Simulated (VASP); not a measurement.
CdSe, 4 atoms in the cell. The structure is hexagonal, space group P6_3mc (No. 186). Conventional cell: a = 4.391 Å, b = 4.391 Å, c = 7.168 Å, α = 90.00°, β = 90.00°, γ = 120.00°. Cd (site symmetry 3m) is surrounded by 4 Se at 2.69 Å. Around Se (site symmetry 3m) lie 4 Cd at 2.69 Å. 

| Item | Value |
| --- | --- |
| Program | VASP 6.6.1 |
| Task | relaxation of cell and atoms |
| Functional | PBE |
| Potentials or basis | VASP PAW PBE potentials, release 64 (Cd, Se) |
| Cutoff | 520 eV |
| k mesh | 12 × 12 × 6 |
| Occupations | gaussian, width 0.02 eV |
| Spin | no spin polarisation |
| Further INCAR settings | ALGO = Fast; EDIFF = 1e-07; IBRION = 2; EDIFFG = -0.002; NSW = 80; ISIF = 3 |

Potentials or basis: VASP PAW PBE potentials, release 64 (Cd, Se).

Launch:

```bash
$ cat potpaw_PBE.64/Cd/POTCAR potpaw_PBE.64/Se/POTCAR > POTCAR
$ mpirun -np 4 vasp_std > vasp.out
```

Hardware: 4 MPI ranks on Intel(R) Xeon(R) Platinum 8488C (Sapphire Rapids) (shared host).

Q: How long does it take, and how much memory?

A: It took 96 s on 4 MPI ranks on Intel(R) Xeon(R) Platinum 8488C (Sapphire Rapids) (shared host), peak memory 0.36 GiB a rank. Counts: scf iterations 16, k points 76, ion steps 1.
